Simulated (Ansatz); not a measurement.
A calculation with Ansatz 0.2.0 of KBr (ASE script, structure from a CIF):

Contents of run.py:

```python
import json

import ase.io
import numpy as np

import ansatz as az

atoms = ase.io.read("KBr.cif")
atoms.info.pop("occupancy", None)

calculation = (
    az.Crystal.from_ase(atoms)
    .calculation()
    .kpoints(7, 7, 7)
    .functional("rpbe", dispersion="d4")
    .pseudopotentials(kind="paw_fr")
    .spin("noncollinear", soc=True)
    .scf(extra_bands=6)
    .occupations(method="gaussian", width=0.05)
    .band_structure(path=(((0.0, 0.0, 0.0), (0.0, 0.5, 0.0), (0.5, 0.5, 0.0), (0.0, 0.0, 0.0), (0.5, 0.5, 0.5),
        (0.0, 0.5, 0.0)), ((0.5, 0.5, 0.0), (0.5, 0.5, 0.5))), intervals=14)
    .fat_bands()
    .forces()
    .stress()
    .band_table(publish=True)
)
outcome = calculation.run(threads=2, events_out="events.jsonl")

report = outcome.report
for line in open("events.jsonl"):
    event = json.loads(line)
    if event["event"] == "scf_iter":
        d = event["data"]
        print(f"SCF {d['iter']:3d}  HF = {d['harris_foulkes_ev']:.6f} eV  dr2 = {d['dr2_ev']:.2e} eV")
    elif event["event"] in ("relax_step", "md_step"):
        d = event["data"]
        print(f"{event['event']} {d['step']:3d}  E = {d['lagrangian_ev']:.6f} eV")
np.set_printoptions(precision=5, suppress=True, linewidth=110)
print("converged:", report["converged"], "after", report["n_iterations"], "iterations")
print(f"free energy {report['free_energy_ev']:.6f} eV, Fermi level {report['fermi_energy_ev']:.4f} eV")
for key in ("band_edges_ev", "magnetization_mub", "site_moments_mub", "site_moments_nc_mub", "forces_ev_ang",
                "stress_gpa"):
    if report.get(key) is not None:
        print(key, np.array(report[key]), sep="\n")
```

File KBr.cif:

```cif
data_KBr
_cell_length_a 4.04349900
_cell_length_b 4.04349900
_cell_length_c 4.04349900
_cell_angle_alpha 90.00000000
_cell_angle_beta 90.00000000
_cell_angle_gamma 90.00000000
_space_group_name_H-M_alt 'Pm-3m'
_space_group_name_Hall '-P 4 2 3'
_space_group_IT_number 221
loop_
_space_group_symop_operation_xyz
'x,y,z'
'-x,-y,-z'
'-y,x,z'
'y,-x,-z'
'-x,-y,z'
'x,y,-z'
'y,-x,z'
'-y,x,-z'
'x,-y,-z'
'-x,y,z'
'-y,-x,-z'
'y,x,z'
'-x,y,-z'
'x,-y,z'
'y,x,-z'
'-y,-x,z'
'z,x,y'
'-z,-x,-y'
'z,-y,x'
'-z,y,-x'
'z,-x,-y'
'-z,x,y'
'z,y,-x'
'-z,-y,x'
'-z,x,-y'
'z,-x,y'
'-z,-y,-x'
'z,y,x'
'-z,-x,y'
'z,x,-y'
'-z,y,x'
'z,-y,-x'
'y,z,x'
'-y,-z,-x'
'x,z,-y'
'-x,-z,y'
'-y,z,-x'
'y,-z,x'
'-x,z,y'
'x,-z,-y'
'-y,-z,x'
'y,z,-x'
'-x,-z,-y'
'x,z,y'
'y,-z,-x'
'-y,z,x'
'x,-z,y'
'-x,z,-y'
loop_
_atom_site_label
_atom_site_type_symbol
_atom_site_symmetry_multiplicity
_atom_site_Wyckoff_symbol
_atom_site_fract_x
_atom_site_fract_y
_atom_site_fract_z
_atom_site_occupancy
Br1 Br 1 b 0.5000000000 0.5000000000 0.5000000000 1
K1 K 1 a 0.0000000000 0.0000000000 0.0000000000 1
```

Potentials or basis: Ansatz PAW.

Run with:

```bash
$ python run.py
```

Measurements of this composition are mostly on another form, of space group No. 225.

Problem. Write the same calculation in another form: native input, structure typed inline.

Solution. As run:

input.yaml

```yaml
crystal:
  lattice:
    - [4.043499, 0.0, 0.0]
    - [0.0, 4.043499, 0.0]
    - [0.0, 0.0, 4.043499]
  atoms:
    - { symbol: Br, position: [0.5, 0.5, 0.5] }
    - { symbol: K, position: [0.0, 0.0, 0.0] }
hamiltonian:
  xc: rpbe
  pseudopotentials: { kind: paw_fr }
  dispersion: d4
magnetization:
  noncollinear: true
  spin_orbit: true
kpoints:
  mp_grid: { grid: [7, 7, 7] }
  band_path:
    path:
      - [[0.0, 0.0, 0.0], [0.0, 0.5, 0.0], [0.5, 0.5, 0.0], [0.0, 0.0, 0.0], [0.5, 0.5, 0.5], [0.0, 0.5, 0.0]]
      - [[0.5, 0.5, 0.0], [0.5, 0.5, 0.5]]
    npoints: 14
scf:
  occupations: { method: gaussian, width: 0.05 }
  n_extra_bands: 6
output:
  forces: true
  stress: true
  eigenvalues: true
  fatbands: true
```

Potentials or basis: Ansatz PAW.

Command:

```bash
$ ansatz run input.yaml --threads 2 --pin off --max-ram 5120MiB --backend cpu --events-out ev --progress --plain --runs-dir out
```

Both were run:

|  | ASE script, structure from a CIF | native input, structure typed inline |
| --- | --- | --- |
| Pressure | 0.1 GPa | 0.1 GPa |
| Band gap on the k mesh | 4.17 eV, indirect (least direct gap 4.27 eV) | 4.17 eV, indirect (least direct gap 4.27 eV) |
| Band gap along the path | 4.15 eV, indirect (least direct gap 4.27 eV) | 4.15 eV, indirect (least direct gap 4.27 eV) |

Keys that steer only the numerical path or the files written may differ.

Caveat: the PAW data sets come from PBE, with cores solved anew for the run's functional, which leaves a small shift of forces and pressure.
